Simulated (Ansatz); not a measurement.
Ge under changes of volume

One of the cells (18.253 Å³/atom); the others are scaled copies at fixed shape and fractional positions:

```
Ge
1.0
     1.48805   -2.59469    0.00000
     1.48805    2.59469    0.00000
     0.00000    0.00000    4.72760
Ge
2
Direct
  0.33345 0.66655 0.25000
  0.66655 0.33345 0.75000
```

This isn't the form of Ge at room conditions, which is diamond.

| Property | Result |
| --- | --- |
| Program | Ansatz 0.2.0 |
| Functional | PBEsol |
| Potentials or basis | Ansatz PAW |
| Cutoff | 420 eV (not typed: the program's choice for these potentials) |
| k mesh | 10 × 10 × 6 |
| Occupations | fermi-dirac, width 0.05 eV |
| Spin | no spin polarisation |

```csv
volume (Å³/atom),energy over the lowest point (meV/atom),pressure (GPa),largest force (eV/Å)
17.158,21.57,6.0,0.003
17.523,10.08,4.0,0.002
17.888,3.04,2.2,0.001
18.253,0.00,0.5,0.001
18.618,0.57,-1.0,0.000
18.984,?,?,?
19.349,11.12,-3.6,0.001
```

**Question.** What does the run at 18.984 Å³/atom give?

**Answer.** Energy over the lowest point 4.38 meV/atom; pressure -2.3 GPa; largest force 0.001 eV/Å.

Worked out: A Birch-Murnaghan fit of order 3 (a polynomial in V^(-2/3)) to the other rows has its minimum at 18.37 Å³/atom with B0 = V·E''(V) = 77 GPa and B' = 4.3 at fixed shape and positions, which overstates the stiffness. It gives 4.39 meV/atom at 18.984 Å³/atom, against the run's 4.38, and -dE/dV = -2.3 GPa, against -2.3.

Energies are extrapolated to zero smearing.

Caveats: the PAW data sets come from PBE, with cores solved anew for the run's functional, which leaves a small shift of forces and pressure.
